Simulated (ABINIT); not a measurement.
Input of an ABINIT 10.8.3 (patched build) run:

run.abi

```
# Datasets: ground state, then fixed potential
ndtset 2

# Pseudopotentials
pp_dirpath "./"
pseudos "Pb.GGA_PBE-JTH_sp.xml, Te.GGA_PBE-JTH.xml"

# Structure
acell 8.6347709725 8.6347709725 8.6347709725
rprim
     0.0000000000     0.7071067812     0.7071067812
     0.7071067812     0.0000000000     0.7071067812
     0.7071067812     0.7071067812     0.0000000000
ntypat 2
znucl 82 52
natom 2
typat 1 2
xred
     0.0000000000     0.0000000000     0.0000000000
     0.5000000000     0.5000000000     0.5000000000

# Plane-wave basis
ecut 489.804952 eV
pawecutdg 36.0

# Exchange and correlation
ixc -497498
usekden 1
pawxcdev 0

# Bands and occupations
occopt 3
tsmear 0.05 eV

# SCF cycle
nstep 100

# Output
iomode 3
prtwf 0
prteig 0
prtebands 0
enunit 1
prtden1 1
prtkden1 1

# Dataset 1
kptopt1 1
ngkpt1 7 7 7
nshiftk1 1
shiftk1 0.0 0.0 0.0
nband1 9
tolvrs1 1.0e-7

# Dataset 2: bands along G-X-W-K-G-L-U-W-L-K
iscf2 -2
getden2 1
getkden2 1
nband2 13
nbdbuf2 2
tolwfr2 1.0e-12
kptopt2 -9
ndivsm2 8
prteig2 1
kptbounds2
     0.0000000000     0.0000000000     0.0000000000
     0.5000000000     0.0000000000     0.5000000000
     0.5000000000     0.2500000000     0.7500000000
     0.3750000000     0.3750000000     0.7500000000
     0.0000000000     0.0000000000     0.0000000000
     0.5000000000     0.5000000000     0.5000000000
     0.6250000000     0.2500000000     0.6250000000
     0.5000000000     0.2500000000     0.7500000000
     0.5000000000     0.5000000000     0.5000000000
     0.3750000000     0.3750000000     0.7500000000
```

Potentials or basis: JTH PAW PBE v2.0 sp.

The run is started by

```bash
$ abinit run.abi > log 2>&1
```

(1) Estimate the band gap along the path.

(2) Estimate the pressure.

Answers

(1) 1.03 eV, direct.

(2) 1.5 GPa.

Caveat: this odd mesh misses L, where the gap lies, so gap, dielectric constants and Born charges aren't listed; the PAW data sets were made with another functional, which shifts forces and pressure a little; spin-orbit coupling is left out, which moves the levels of the heavy elements; this set keeps more shells in the core, which shifts pressures and gaps.

**The experiment to reproduce.**

A printed reference work, monograph reports, for a bulk crystal of TePb at 4.2 K: band gap 0.19 eV (direct).

Measured gap of TePb: 0.19 eV (direct; 4.2 K; a printed reference work, monograph). This calculation gives 1.03 eV (+0.84 eV). Spin-orbit coupling on Pb, Te is left out. The value is that of r2SCAN, without temperature or zero-point motion.
